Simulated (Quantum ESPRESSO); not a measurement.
Crystal: TiAl3.

```
Ti Al
1.0
    -1.91111    1.91111    4.28067
     1.91111   -1.91111    4.28067
     1.91111    1.91111   -4.28067
Ti Al
1 3
Direct
  0.00000 0.00000 0.00000
  0.25000 0.75000 0.50000
  0.75000 0.25000 0.50000
  0.50000 0.50000 0.00000
```

The cell comes from a database or a generator and needn't be the stable form of this composition.

- Program: Quantum ESPRESSO 7.5
- Task: phonons
- Functional: PBE
- Dispersion: D2
- Potentials or basis: GBRV 1.5 PBE
- Cutoff: 612 eV
- Density cutoff: 4898 eV
- k mesh: 7 × 7 × 7
- Occupations: cold, width 0.2 eV
- Spin: no spin polarisation
- Mixing beta: 0.5
- Most SCF iterations: 120
- SCF threshold: 8e-10 Ry

The cell and the atoms were relaxed first, to 15.68 Å³/atom (a = 5.098 Å, b = 5.098 Å, c = 5.098 Å, α = 136.17°, β = 136.17°, γ = 63.71°), and the response was taken there.

Task: Where do the zone-centre optical modes lie?

Result: A2u at 179 cm⁻¹ (IR); Eu at 204 cm⁻¹ (IR); B1g at 234 cm⁻¹ (Raman); A2u at 304 cm⁻¹ (IR); Eg at 335 cm⁻¹ (Raman); Eu at 348 cm⁻¹ (IR).

Optical modes at Γ, degenerate ones joined:
```csv
cm⁻¹,components,symmetry,active in
179,1,A2u,IR
204,2,Eu,IR
234,1,B1g,Raman
304,1,A2u,IR
335,2,Eg,Raman
348,2,Eu,IR
```

Caveat: the k mesh is coarse; pairwise dispersion overbinds metals, which lowers pressure and volume.
